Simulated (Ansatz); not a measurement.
FeO (Wuestite):

```
Fe O
1.0
     0.00000    2.15540    2.15540
     2.15540    0.00000    2.15540
     2.15540    2.15540    0.00000
Fe O
1 1
Direct
  0.00000 0.00000 0.00000
  0.50000 0.50000 0.50000
```

- Program: Ansatz 0.2.0
- Task: relaxation of cell and atoms
- Functional: PBE
- Dispersion: D4
- Potentials or basis: all-electron LAPW, scalar-relativistic
- Basis error allowed: 0.001 eV/atom
- k mesh: 11 × 11 × 11
- Occupations: fermi-dirac, width 0.05 eV
- Spin: collinear spin, ferromagnetic start
- Starting moments: [3.0, 0.0] μB

At the start: volume 10.01 Å³/atom.

Question: Where does the relaxation end?

Answer: Over 8 steps the energy falls by 3.3 meV/atom and the volume is 9.84 Å³/atom (-1.7 %); space group Fm-3m (No. 225, to 0.05 Å); moment 4.00 μB per cell.

The path:
```csv
step,energy change (eV),largest force (eV/Å),volume (Å³)
1,0.0000,0.0000,20.03
2,-0.0063,0.0000,19.72
3,-0.0063,0.0000,19.71
4,-0.0065,0.0000,19.69
5,-0.0066,0.0000,19.68
6,-0.0066,0.0000,19.68
7,-0.0066,0.0000,19.68
8,-0.0066,0.0000,19.68
```

Final structure:
```
Fe O
1.0
     0.00000    2.14285    2.14285
     2.14285    0.00000    2.14285
     2.14285    2.14285    0.00000
Fe O
1 1
Direct
  0.00000 0.00000 0.00000
  0.50000 0.50000 0.50000
```

Caveat: a cell with one magnetic atom can't hold antiferromagnetic order, which such compounds often take.
